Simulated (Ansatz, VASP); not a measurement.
**Two plane-wave programs on BaTe**

```
Ba Te
1.0
     0.00000    3.91444    3.91444
     3.83615    0.00000    3.91444
     3.83615    3.91444    0.00000
Ba Te
1 1
Direct
  0.00000 0.00000 0.00000
  0.25000 0.25000 0.25000
```

Change from the starting cell: strain e1 = -0.02, atoms carried along.

Alike in both runs: task single point; functional PBE; k mesh 8 × 8 × 8; occupations gaussian, width 0.05 eV; no spin polarisation.

```csv
,VASP,Ansatz
version,VASP 6.6.1,Ansatz 0.2.0
potentials or method,"VASP PAW PBE potentials, release 64 (Ba_sv, Te)","scalar-relativistic, plane waves, PAW"
plane-wave cutoff (eV),520,420
valence electrons in the cell,16,26
```

```tsv
	VASP	Ansatz	Ansatz less VASP
gap on the k mesh at the Fermi level (eV)	2.59	2.58	-0.012
least direct gap on the mesh (eV)	2.89	2.91	+0.025
pressure (GPa)	0.6	0.4	-0.22
```

With one functional, cell and mesh, what is left measures potentials, basis and numerics. The two sets of potentials don't hold the same shells in valence.

Caveats: spin-orbit coupling is left out, which moves the levels of the heavy elements. A k mesh can miss the band edges.
